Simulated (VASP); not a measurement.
# Sb (Pm-3m) in VASP: notebook

One crystal, Sb, is run at these levels: LDA, revPBE+D3; tasks: relaxation of cell and atoms, relaxation of the atoms.

Everything below comes from runs of VASP 6.6.1. Logs are shortened: lines on timing, memory, paths and dates and some standing lists are left out, and cuts for length are marked.

## (1) Starting point

It takes space group Pm-3m (No. 221, cubic). The conventional cell has a = 3.160 Å, b = 3.160 Å, c = 3.160 Å, α = 90.00°, β = 90.00°, γ = 90.00°. Sb (site symmetry m-3m) is surrounded by 6 Sb at 3.16 Å.

This isn't the form of Sb at room conditions, which is rhombohedral.

## (2) Relaxation of cell and atoms, LDA

The input, INCAR:

```
SYSTEM = Sb
ALGO = Fast ; EDIFF = 1E-7
EDIFFG = -0.01 ; ENCUT = 600
IBRION = 2 ; ISIF = 3
ISMEAR = -1 ; LASPH = .TRUE.
LCHARG = .FALSE. ; LREAL = .FALSE.
LWAVE = .FALSE. ; NELM = 60
NSW = 60 ; PREC = Accurate
SIGMA = 0.05
```

The input, KPOINTS:

```
k-points
0
G
  8 8 8
  0 0 0
```

The input, POSCAR:

```
Sb
1.0
    3.1600000000      0.0000000000      0.0000000000
    0.0000000000      3.1600000000      0.0000000000
    0.0000000000      0.0000000000      3.1600000000
Sb
1
Direct
    0.0000000000      0.0000000000      0.0000000000
```

Potentials or basis: VASP PAW LDA potentials, release 64 (Sb).

Launch:

```console
$ cat potpaw_LDA.64/Sb/POTCAR > POTCAR
$ mpirun -np 1 vasp_std > vasp.out
```

OUTCAR:

```text
SYSTEM = Sb
   EDIFF = 1E-7
   EDIFFG = -0.01
   ENCUT = 600
   IBRION = 2
   ISIF = 3
   ISMEAR = -1
   LASPH = .TRUE.
   LREAL = .FALSE.
   NELM = 60
   NSW = 60
   PREC = Accurate

 ion  position               nearest neighbor table
   1  0.000  0.000  0.000-

  LATTYP: Found a simple cubic cell.
 ALAT       =     3.1600000000

  Lattice vectors:

 A1 = (   3.1600000000,   0.0000000000,   0.0000000000)
 A2 = (   0.0000000000,   3.1600000000,   0.0000000000)
 A3 = (   0.0000000000,   0.0000000000,   3.1600000000)

Analysis of symmetry for initial positions (statically):
=====================================================================
 Subroutine PRICEL returns:
 Original cell was already a primitive cell.

 Routine SETGRP: Setting up the symmetry group for a
 simple cubic supercell.

 Subroutine GETGRP returns: Found 48 space group operations
 (whereof 48 operations were pure point group operations)
 out of a pool of 48 trial point group operations.

The static configuration has the point symmetry O_h .

Analysis of symmetry for dynamics (positions and initial velocities):
=====================================================================
 Subroutine PRICEL returns:
 Original cell was already a primitive cell.

 Routine SETGRP: Setting up the symmetry group for a
 simple cubic supercell.

 Subroutine GETGRP returns: Found 48 space group operations
 (whereof 48 operations were pure point group operations)
 out of a pool of 48 trial point group operations.

The dynamic configuration has the point symmetry O_h .

 Subroutine INISYM returns: Found 48 space group operations
 (whereof 48 operations are pure point group operations),
 and found     1 'primitive' translations

----------------------------------------------------------------------------------------

                                     Primitive cell

  volume of cell :      31.5545

  direct lattice vectors                    reciprocal lattice vectors
     3.160000000  0.000000000  0.000000000     0.316455696  0.000000000  0.000000000
     0.000000000  3.160000000  0.000000000     0.000000000  0.316455696  0.000000000
     0.000000000  0.000000000  3.160000000     0.000000000  0.000000000  0.316455696

  length of vectors
     3.160000000  3.160000000  3.160000000     0.316455696  0.316455696  0.316455696

  position of ions in fractional coordinates (direct lattice)
     0.000000000  0.000000000  0.000000000

  ion indices of the primitive-cell ions
   primitive index   ion index
                 1           1

----------------------------------------------------------------------------------------

 KPOINTS: k-points

Automatic generation of k-mesh.
 Grid dimensions read from file:
 generate k-points for:    8    8    8

 Generating k-lattice:

  Cartesian coordinates                     Fractional coordinates (reciprocal lattice)
     0.039556962  0.000000000  0.000000000     0.125000000  0.000000000  0.000000000
     0.000000000  0.039556962  0.000000000     0.000000000  0.125000000  0.000000000
     0.000000000  0.000000000  0.039556962     0.000000000  0.000000000  0.125000000

  Length of vectors
     0.039556962  0.039556962  0.039556962

  Shift w.r.t. Gamma in fractional coordinates (k-lattice)
     0.000000000  0.000000000  0.000000000

 Subroutine IBZKPT returns following result:
 ===========================================

 Found     35 irreducible k-points:

 Following reciprocal coordinates:
            Coordinates               Weight
  0.000000  0.000000  0.000000      1.000000
  0.125000  0.000000  0.000000      6.000000
  0.250000  0.000000  0.000000      6.000000
  0.375000  0.000000  0.000000      6.000000
  0.500000  0.000000  0.000000      3.000000
  0.125000  0.125000  0.000000     12.000000
[... 16 lines left out ...]
  0.375000  0.375000  0.125000     24.000000
  0.500000  0.375000  0.125000     24.000000
 [... further k-points ...]
   k-points           NKPTS =     35   k-points in BZ     NKDIM =     35   number of bands    NBANDS=      6
   number of dos      NEDOS =    301   number of ions     NIONS =      1
   total plane-waves  NPLWV =  21952
   dimension x,y,z NGX =    28 NGY =   28 NGZ =   28
   dimension x,y,z NGXF=    56 NGYF=   56 NGZF=   56
   ions per type =               1
   NGX,Y,Z   is equivalent  to a cutoff of  14.73, 14.73, 14.73 a.u.
   NGXF,Y,Z  is equivalent  to a cutoff of  29.46, 29.46, 29.46 a.u.
 SYSTEM =  Sb
   PREC   = accura    normal or accurate (medium, high low for compatibility)
   ISTART =      0    job   : 0-new  1-cont  2-samecut
   ICHARG =      2    charge: 1-file 2-atom 10-const
   ISPIN  =      1    spin polarized calculation?
   LNONCOLLINEAR =      F non collinear calculations
   LSORBIT =      F    spin-orbit coupling
   LASPH  =      T    aspherical Exc in radial PAW
   ENCUT  =  600.0 eV  44.10 Ry    6.64 a.u.   6.31  6.31  6.31*2*pi/ulx,y,z
   NELM   =     60;   NELMIN=  2; NELMDL= -5     # of ELM steps
   EDIFF  = 0.1E-06   stopping-criterion for ELM
   LREAL  =      F    real-space projection
   EDIFFG = -.1E-01   stopping-criterion for IOM
   NSW    =     60    number of steps for IOM
   IBRION =      2    ionic relax: 0-MD 1-quasi-New 2-CG
   NFREE  =      1    steps in history (QN), initial steepest desc. (CG)
   ISIF   =      3    stress and relaxation
   ISYM   =      2    0-nonsym 1-usesym 2-fastsym
   POTIM  = 0.5000    time-step for ionic-motion
   TEBEG  =    0.0;   TEEND  =   0.0 temperature during run
   PSTRESS=    0.0 pullay stress
   NELECT =       5.0000    total number of electrons
   NUPDOWN=      -1.0000    fix difference up-down
   EMIN   =  10.00;   EMAX   =-10.00  energy-range for DOS
   EFERMI =   0.00;   METHOD = LEGACY
   ISMEAR =    -1;   SIGMA  =   0.05  broadening in eV -4-tet -1-fermi 0-gaus
   EFERMI_NEDOS =   21; number of points for ismear=-14 and -15
   IALGO  =     68    algorithm
   IMIX   =      4    mixing-type and parameters
     AMIX     =   0.40;   BMIX     =  1.00
     AMIX_MAG =   1.60;   BMIX_MAG =  1.00
  volume/ion in A,a.u.               =      31.55       212.94
  Fermi-wavevector in a.u.,A,eV,Ry     =   0.885886  1.674081 10.677766  0.784794
  Thomas-Fermi vector in A             =   2.006979
   LORBIT       =      0    0 simple, 1 ext, 2 COOP (PROOUT), +10 PAW based schemes
   GGA     = CA    functional components
   LHFCALC =     F    Hartree Fock is set to
   AEXX    =    0.0000 exact exchange contribution
   IVDW    =     0    specifies the selected vdW correction
   LEPSILON=     F    determine dielectric tensor
   LRPA    =     F    only Hartree local field effects (RPA)
 conjugate gradient relaxation of ions
 non-spin polarized calculation
 RMM-DIIS sequential band-by-band and
  energy-cutoff  :      600.00
  volume of cell :       31.55
 maximum number of plane-waves:      1074
 NGX is ok and might be reduce to    28
   NGX = 13   NGY = 13   NGZ = 13

--------------------------------------- Ionic step        1  -------------------------------------------

 number of electron       5.0000000 magnetization

 Free energy of the ion-electron system (eV)
  ---------------------------------------------------
  ext. energy  EPLUGINS =         0.00000000
  ---------------------------------------------------
  free energy    TOTEN  =        -4.71495741 eV

  energy without entropy =       -4.70767006  energy(sigma->0) =       -4.71131374

 E-fermi :   6.2376     XC(G=0):  -9.5719

 val. band max:        6.2288554691   @ k =   0.3750   0.2500   0.1250
 cond. band min:       6.4330784758   @ k =   0.2500   0.2500   0.2500
 fundamental gap:      0.2042230067
 Fermi energy:         6.2376115529

 k-point     1 :       0.0000    0.0000    0.0000
  band No.  band energies     occupation
      1      -5.6917      2.00000
      2       9.3791      0.00000
      3       9.3791      0.00000
      4       9.3791      0.00000
      5      13.1459      0.00000
      6      13.1459      0.00000

 k-point     2 :       0.1250    0.0000    0.0000
  band No.  band energies     occupation
      1      -5.4805      2.00000
      2       7.3257      0.00000
      3       9.5815      0.00000
      4       9.5815      0.00000
      5      13.3148      0.00000
      6      13.9010      0.00000
[... 255 lines left out ...]
 POSITION                                       TOTAL-FORCE (eV/Angst)
 -----------------------------------------------------------------------------------
      0.00000      0.00000      0.00000         0.000000      0.000000      0.000000
 -----------------------------------------------------------------------------------
    total drift:                                0.000000      0.000000      0.000000

  FREE ENERGIE OF THE ION-ELECTRON SYSTEM (eV)
  ---------------------------------------------------
  free  energy   TOTEN  =        -4.7526514041 eV

  energy  without entropy=       -4.7442085428  energy(sigma->0) =       -4.74842997

--------------------------------------- Ionic step        3  -------------------------------------------

 number of electron       5.0000000 magnetization

 Free energy of the ion-electron system (eV)
  ---------------------------------------------------
  ext. energy  EPLUGINS =         0.00000000
  ---------------------------------------------------
  free energy    TOTEN  =        -4.77535391 eV

  energy without entropy =       -4.76797352  energy(sigma->0) =       -4.77166372

 E-fermi :   7.5535     XC(G=0): -10.0033

 val. band max:        7.5421264156   @ k =   0.3750   0.2500   0.1250
 cond. band min:       7.8236475530   @ k =   0.3750   0.2500   0.2500
 fundamental gap:      0.2815211375
 Fermi energy:         7.5534551421

 k-point     1 :       0.0000    0.0000    0.0000
  band No.  band energies     occupation
      1      -5.1635      2.00000
      2      10.9654      0.00000
      3      10.9654      0.00000
      4      10.9654      0.00000
      5      14.5567      0.00000
      6      14.5567      0.00000

 k-point     2 :       0.1250    0.0000    0.0000
  band No.  band energies     occupation
      1      -4.9269      2.00000
      2       8.6663      0.00000
      3      11.1991      0.00000
      4      11.1991      0.00000
      5      14.7339      0.00000
      6      15.5637      0.00000
[... 220 lines left out ...]
 POSITION                                       TOTAL-FORCE (eV/Angst)
 -----------------------------------------------------------------------------------
      0.00000      0.00000      0.00000         0.000000      0.000000      0.000000
 -----------------------------------------------------------------------------------
    total drift:                                0.000000      0.000000      0.000000

  FREE ENERGIE OF THE ION-ELECTRON SYSTEM (eV)
  ---------------------------------------------------
  free  energy   TOTEN  =        -4.7753539116 eV

  energy  without entropy=       -4.7679735218  energy(sigma->0) =       -4.77166372

 reached required accuracy - stopping structural energy minimisation
```

Run time: 14 s. Hardware: 1 thread of Intel Xeon Platinum 8375C at 2.90GHz (Ice Lake), shared host; peak memory 0.15 GiB.

What came out:

* Free energy: -4.7754 eV
* Relaxed volume: 28.44 Å³/atom
* Relaxed cell: a = 3.052 Å, b = 3.052 Å, c = 3.052 Å, α = 90.00°, β = 90.00°, γ = 90.00°
* Space group after relaxing (to 0.05 Å): Pm-3m (No. 221)
* Energy gained by relaxing: 60.4 meV/atom
* Ionic steps: 3
* Pressure after relaxing: 0.0 GPa
* Band gap on the k mesh: none (metal or under the smearing width)

The path:
| step | energy change (eV) | largest force (eV/Å) | pressure (GPa) | volume (Å³) |
| --- | --- | --- | --- | --- |
| 1 | 0.0000 | 0.0000 | -5.61 | 31.55 |
| 2 | -0.0377 | 0.0000 | 4.59 | 26.77 |
| 3 | -0.0604 | 0.0000 | -0.02 | 28.44 |

Final structure:
```xyz
1
Lattice="3.0523 0.0000 0.0000 0.0000 3.0523 0.0000 0.0000 0.0000 3.0523" Properties=species:S:1:pos:R:3 pbc="T T T"
Sb    0.0000    0.0000    0.0000
```

## (3) Relaxation of the atoms, revPBE+D3 (cell strained at random at fixed volume)

The input, INCAR:

```
PREC = Accurate ; ENCUT = 520
EDIFF = 1E-4 ; ISMEAR = 0
SIGMA = 0.05 ; LREAL = F
LASPH = T ; NELM = 60
ALGO = Normal ; ISIF = 2
LWAVE = F ; LCHARG = F
GGA = RE ; IVDW = 11
IBRION = 2 ; NSW = 60
EDIFFG = -0.01
```

The input, KPOINTS:

```
Automatic mesh
0
Gamma
  8 8 8
```

The input, POSCAR:

```
Sb
3.0918
    0.999967979818      0.007724302995      0.000997153762
    0.007724302995      1.024738663562     -0.015211203829
    0.000997153762     -0.015211203829      1.042192250469
Sb
1
Direct
    0.0118990000      0.0034610000      0.0118830000
```

Potentials or basis: VASP PAW PBE potentials, release 64 (Sb).

Launch:

```console
$ cat potpaw_PBE.64/Sb/POTCAR > POTCAR
$ mpirun -np 1 vasp_std > vasp.out
```

Run time: 36 s. Hardware: 1 thread of AMD EPYC 7R43 (Zen 3), shared host; peak memory 0.15 GiB.

The run converged, but some of its settings lie outside the range that counts as converged (typed here: ALGO = Normal; EDIFF = 0.0001), so its numbers aren't taken as properties of the crystal.

Results:

```yaml
Free_energy: -4.2200 eV
Pressure_after_relaxing: -3.5 GPa
Band_gap_on_the_k_mesh: none (metal or under the smearing width)
Dispersion_energy_per_atom: -0.474 eV
```

Caveat: the relaxation stopped at its first step, so nothing moved; the PAW data sets were made with another functional, which shifts forces and pressure a little; pairwise dispersion overbinds metals, which lowers pressure and volume.

## (4) The reference run

An earlier run on the cell as given: functional PBE; potentials or basis VASP PAW PBE potentials, release 64 (Sb); cutoff 520 eV; k mesh 8 × 8 × 8; occupations fermi-dirac, width 0.05 eV; no spin polarisation.

- Pressure: -2.3 GPa
- Band gap on the k mesh: none (metal or under the smearing width)
